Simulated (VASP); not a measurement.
# Sr (Im-3m) in VASP: further runs, part 2 of 2

VASP 6.6.1. Earlier steps stand in the parts before.

## (4) Relaxation of cell and atoms, B3LYP+D3(BJ)

POSCAR reads:

```
Sr
1.0
   -2.4350000000      2.4350000000      2.4350000000
    2.4350000000     -2.4350000000      2.4350000000
    2.4350000000      2.4350000000     -2.4350000000
Sr
1
Direct
    0.0000000000      0.0000000000      0.0000000000
```

INCAR.step1 reads:

```
PREC     = Accurate       # precision mode
ENCUT    = 600            # plane-wave cutoff, eV
EDIFF    = 1E-5           # SCF threshold, eV
ISMEAR   = 1              # smearing method
SIGMA    = 0.2            # smearing width, eV
LREAL    = F              # projectors in reciprocal space
LASPH    = T              # aspherical terms in the spheres
NELM     = 100            # most SCF steps
ALGO     = Normal         # electronic algorithm
LWAVE    = T              # write WAVECAR
LCHARG   = F              # write CHGCAR
GGA      = PE             # functional
```

INCAR.step2 reads:

```
PREC     = Accurate       # precision mode
ENCUT    = 600            # plane-wave cutoff, eV
EDIFF    = 1E-7           # SCF threshold, eV
ISMEAR   = 1              # smearing method
SIGMA    = 0.2            # smearing width, eV
LREAL    = F              # projectors in reciprocal space
LASPH    = T              # aspherical terms in the spheres
NELM     = 100            # most SCF steps
ALGO     = Normal         # electronic algorithm
ISIF     = 3              # what is computed and relaxed
LWAVE    = F              # write WAVECAR
LCHARG   = F              # write CHGCAR
GGA      = B3             # functional
LHFCALC  = T              # exact exchange
AEXX     = 0.2            # exact-exchange fraction
AGGAX    = 0.72         
AGGAC    = 0.81         
ALDAC    = 0.19         
PRECFOCK = Fast         
IVDW     = 12             # dispersion correction
IBRION   = 2              # ionic algorithm
NSW      = 40             # ionic steps
EDIFFG   = -0.01          # ionic threshold
ISTART   = 1
```

KPOINTS reads:

```
regular mesh
0
Gamma
  4 4 4
```

Potentials or basis: VASP PAW PBE potentials, release 64 (Sr_sv).

Command:

```
$ cat potpaw_PBE.64/Sr_sv/POTCAR > POTCAR
$ cp INCAR.step1 INCAR
$ mpirun -np 1 vasp_std > vasp.out
$ cp INCAR.step2 INCAR
$ mpirun -np 1 vasp_std > vasp.out
```

OUTCAR:

```text
PREC = Accurate
   ENCUT = 600
   EDIFF = 1E-7
   ISMEAR = 1
   LREAL = F
   LASPH = T
   NELM = 100
   ISIF = 3
   GGA = B3
   LHFCALC = T
   AEXX = 0.2
   PRECFOCK = Fast
   IVDW = 12
   IBRION = 2
   NSW = 40
   EDIFFG = -0.01
   ISTART = 1
 IVDW          = 12

 ion  position               nearest neighbor table
   1  0.000  0.000  0.000-

  LATTYP: Found a body centered cubic cell.
 ALAT       =     4.8700000000

  Lattice vectors:

 A1 = (  -2.4350000000,   2.4350000000,   2.4350000000)
 A2 = (   2.4350000000,  -2.4350000000,   2.4350000000)
 A3 = (   2.4350000000,   2.4350000000,  -2.4350000000)

Analysis of symmetry for initial positions (statically):
[... 162 lines left out ...]
  ---------------------------------------------------
  free energy    TOTEN  =        -0.97670533 eV

  energy without entropy =       -0.97629724  energy(sigma->0) =       -0.97656930

------------------------ aborting loop because EDIFF is reached ----------------------------------------

 Edisp (eV)   -0.42546

 E8    (eV) :    -0.3290
[... 108 lines left out ...]
--------------------------------------- Ionic step        4  -------------------------------------------

 number of electron      10.0000000 magnetization

 Free energy of the ion-electron system (eV)
  ---------------------------------------------------
  ext. energy  EPLUGINS =         0.00000000
  ---------------------------------------------------
  free energy    TOTEN  =        -0.95996994 eV

  energy without entropy =       -0.95783999  energy(sigma->0) =       -0.95925996

 E-fermi :   2.3899     XC(G=0):  -6.1403

 val. band max:        1.8223855190   @ k =   0.5000   0.5000   0.2500
 cond. band min:       2.5084972329   @ k =   0.5000   0.5000   0.2500
 fundamental gap:      0.6861117139
 Fermi energy:         2.3899349084

 k-point     1 :       0.0000    0.0000    0.0000
  band No.  band energies     occupation
      1     -36.9979      2.00000
      2     -17.8530      2.00000
      3     -17.8530      2.00000
      4     -17.8530      2.00000
      5      -2.4141      2.00000
      6       5.4084     -0.00000
      7       5.4084     -0.00000
      8       5.4084     -0.00000
      9       6.8422      0.00000
[... 114 lines left out ...]
  FREE ENERGIE OF THE ION-ELECTRON SYSTEM (eV)
  ---------------------------------------------------
  free  energy   TOTEN  =        -1.4507821086 eV

  energy  without entropy=       -1.4486521511  energy(sigma->0) =       -1.45007212

 reached required accuracy - stopping structural energy minimisation
```

OUTCAR.step1:

```text
PREC = Accurate
   ENCUT = 600
   EDIFF = 1E-5
   ISMEAR = 1
   LREAL = F
   LASPH = T
[... 293 lines left out ...]

 POSITION                                       TOTAL-FORCE (eV/Angst)
 -----------------------------------------------------------------------------------
      0.00000      0.00000      0.00000         0.000000      0.000000      0.000000
 -----------------------------------------------------------------------------------
    total drift:                               -0.000000      0.000000      0.000000

  FREE ENERGIE OF THE ION-ELECTRON SYSTEM (eV)
  ---------------------------------------------------
  free  energy   TOTEN  =        -1.6206553977 eV

  energy  without entropy=       -1.6109261721  energy(sigma->0) =       -1.61741232
```

OSZICAR.step1:

```text
N       E                     dE             d eps       ncg     rms          rms(c)
DAV:   1     0.432123982821E+02    0.43212E+02   -0.53807E+03   144   0.106E+03
DAV:   2     0.341143526288E+00   -0.42871E+02   -0.42554E+02   159   0.179E+02
DAV:   3    -0.157949816059E+01   -0.19206E+01   -0.19018E+01   230   0.296E+01
DAV:   4    -0.161451426435E+01   -0.35016E-01   -0.34962E-01   218   0.435E+00
DAV:   5    -0.161476718395E+01   -0.25292E-03   -0.25281E-03   201   0.262E-01    0.965E+00
DAV:   6    -0.161792895950E+01   -0.31618E-02   -0.69728E-03   204   0.114E+00    0.541E+00
DAV:   7    -0.162051831067E+01   -0.25894E-02   -0.12104E-02   166   0.149E+00    0.297E-01
DAV:   8    -0.162061284931E+01   -0.94539E-04   -0.15272E-03   224   0.272E-01    0.107E-01
DAV:   9    -0.162063767848E+01   -0.24829E-04   -0.28720E-05   168   0.656E-02    0.410E-02
DAV:  10    -0.162065577989E+01   -0.18101E-04   -0.12321E-05   163   0.280E-02    0.302E-02
DAV:  11    -0.162065539774E+01    0.38215E-06   -0.52785E-07    89   0.683E-03
   1 F= -.16206554E+01 E0= -.16174123E+01  d E =-.972923E-02
```

It took 8.2 min on 1 thread of Intel Xeon Platinum 8375C at 2.90GHz (Ice Lake), shared host; peak memory 0.23 GiB.

Results:

```
Free energy                            : -1.4508 eV
Relaxed volume                         : 49.56 Å³/atom
Relaxed cell                           : a = 4.008 Å, b = 4.008 Å, c = 4.008 Å, α = 109.47°, β = 109.47°, γ = 109.47°
Space group after relaxing (to 0.05 Å) : Im-3m (No. 229)
Energy gained by relaxing              : 48.6 meV/atom
Ionic steps                            : 4
Pressure after relaxing                : 0.0 GPa
Band gap on the k mesh                 : none (metal or under the smearing width)
Dispersion energy per atom             : -0.491 eV
```

The path:
```tsv
step	energy change (eV)	largest force (eV/Å)	pressure (GPa)	volume (Å³)
1	0.0000	0.0000	-1.69	57.75
2	-0.0399	0.0000	-0.82	52.80
3	-0.0485	0.0000	-0.11	49.97
4	-0.0486	0.0000	0.00	49.56
```

Final structure:
```
Sr
1.0
    -2.31397    2.31397    2.31397
     2.31397   -2.31397    2.31397
     2.31397    2.31397   -2.31397
Sr
1
Direct
  0.00000 0.00000 0.00000
```

Levels at points of the mesh, in eV from the Fermi level:
| k point | band 3 | band 4 | band 5 | band 6 | band 7 | band 8 |
| --- | --- | --- | --- | --- | --- | --- |
| (0.00, 0.00, 0.00) | -20.24 | -20.24 | -4.80 | 3.02 | 3.02 | 3.02 |
| (0.50, 0.00, 0.00) | -20.34 | -20.25 | -1.54 | 0.56 | 1.68 | 4.29 |
| (0.50, 0.50, 0.50) | -20.45 | -20.45 | -0.64 | -0.64 | 4.57 | 4.57 |

Caveat: the k mesh is coarse (spacing up to 0.46 Å⁻¹), so the values aren't converged, least of all with exact exchange; the PAW data sets were made with another functional, which shifts forces and pressure a little; the volume moved by -14 % from the deposited cell, more than functionals usually miss; pairwise dispersion overbinds metals, which lowers pressure and volume.
